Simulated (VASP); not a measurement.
Set up this calculation in VASP 6.6.1, as the native input.

- Task: relaxation of cell and atoms
- Functional: PBEsol
- Dispersion: rVV10
- Potentials or basis: VASP PAW PBE potentials, release 64 (Mo_sv, Se)
- Cutoff: 600 eV
- k mesh: 9 × 9 × 2
- Occupations: fermi-dirac, width 0.05 eV
- Spin: no spin polarisation
- Further INCAR settings: ALGO = Normal; EDIFF = 1e-06; IBRION = 2; EDIFFG = -0.01; NSW = 40; ISIF = 3

The structure of MoSe2 lies in POSCAR:

```
MoSe2
1.0
    3.2880000000      0.0000000000      0.0000000000
   -1.6440000000      2.8474915276      0.0000000000
    0.0000000000      0.0000000000     12.9000000000
Mo Se
2 4
Direct
    0.6666666667      0.3333333333      0.7500000000
    0.3333333333      0.6666666667      0.2500000000
    0.6666666667      0.3333333333      0.3750000000
    0.3333333333      0.6666666667      0.8750000000
    0.6666666667      0.3333333333      0.1250000000
    0.3333333333      0.6666666667      0.6250000000
```

The input as run:

INCAR

```
  ALGO = Normal
  BPARAM = 20.0
  CPARAM = 0.0093
  EDIFF = 1E-6
  EDIFFG = -0.01
  ENCUT = 600
  GGA = PS
  IBRION = 2
  ISIF = 3
  ISMEAR = -1
  IVDW_NL = 2
  LASPH = True
  LCHARG = False
  LREAL = False
  LUSE_VDW = True
  LWAVE = False
  NELM = 60
  NSW = 40
  PREC = Accurate
  SIGMA = 0.05
```

KPOINTS

```
k-points
0
Gamma
  9 9 2
```

Potentials or basis: VASP PAW PBE potentials, release 64 (Mo_sv, Se).

Command:

```bash
$ cat potpaw_PBE.64/Mo_sv/POTCAR potpaw_PBE.64/Se/POTCAR > POTCAR
$ mpirun -np 1 vasp_std > vasp.out
```

It gave:

```yaml
Relaxed_volume: 19.82 Å³/atom
Relaxed_cell: a = 3.266 Å, b = 3.266 Å, c = 12.872 Å, α = 90.00°, β = 90.00°, γ = 120.00°
Space_group_after_relaxing_to_0.05_Å: P6_3/mmc (No. 194)
Energy_gained_by_relaxing: 15.5 meV/atom
Ionic_steps: 13
Pressure_after_relaxing: 0.0 GPa
Largest_force_after_relaxing: 0.005 eV/Å
Band_gap_on_the_k_mesh: 0.88 eV, indirect (least direct gap 1.49 eV)
```

Caveat: the PAW data sets were made with another functional, which shifts forces and pressure a little; an odd mesh through Γ misses points on the zone boundary, where band edges often lie.

Run time: 18 min on 1 thread of AMD EPYC 9R45 96-Core Processor (Zen 5) (shared host), peak memory 0.61 GiB.
